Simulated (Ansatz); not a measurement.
# ZnSe: the cost of one run

Computed with Ansatz 0.2.0 (DFT PBEsol, scalar-relativistic, plane waves, PAW, unless a step's input says otherwise).

4 further runs of the same task are left out: 1 that didn't finish, 3 set aside as unsound or not needed.

## Step 1: The starting structure

It takes space group F-43m (No. 216, cubic). The conventional cell has a = 5.633 Å, b = 5.633 Å, c = 5.633 Å, α = 90.00°, β = 90.00°, γ = 90.00°. Around Zn (site symmetry -43m) lie 4 Se at 2.44 Å. Around Se (site symmetry -43m) lie 4 Zn at 2.44 Å.

As a file:

```
CELL_PARAMETERS angstrom
0.00000 2.81660 2.81660
2.81660 0.00000 2.81660
2.81660 2.81660 0.00000
ATOMIC_POSITIONS crystal
Zn 0.00000 0.00000 0.00000
Se 0.75000 0.75000 0.75000
```

It is the result of an earlier relaxation at this level (volume 22.34 Å³/atom; gap on the mesh: 1.24 eV).

## Step 2: The cell under 6 GPa

What is minimised here is the enthalpy; the energy can go up as the cell is squeezed.

input.yaml reads:

```yaml
crystal:
  lattice:
    - [0.0, 2.8166002289, 2.8166002289]
    - [2.8166002289, 0.0, 2.8166002289]
    - [2.8166002289, 2.8166002289, 0.0]
  atoms:
    - { symbol: Zn, position: [0.0, 0.0, 0.0] }
    - { symbol: Se, position: [0.75, 0.75, 0.75] }
basis:
  ecutwfc: 420
kpoints:
  mp_grid: { grid: [8, 8, 8] }
hamiltonian:
  xc: pbesol
scf:
  occupations: { method: fixed }
output:
  forces: true
  stress: true
  eigenvalues: true
relax:
  adjacent_minimum: "off"
  f_tol: 0.001
  max_steps: 60
  cell: { stress_tol: 0.02, p_target: 6.0 }
```

Launch:

```bash
> ansatz run input.yaml --threads 1 --pin off --max-ram 3072MiB --backend cpu --events-out ev --progress --plain --runs-dir out
```

What time and memory should one allow on 1 thread of Intel Xeon at 2.50GHz (Skylake/Cascade Lake), shared host?

About 34 s, with a peak of 0.36 GiB.
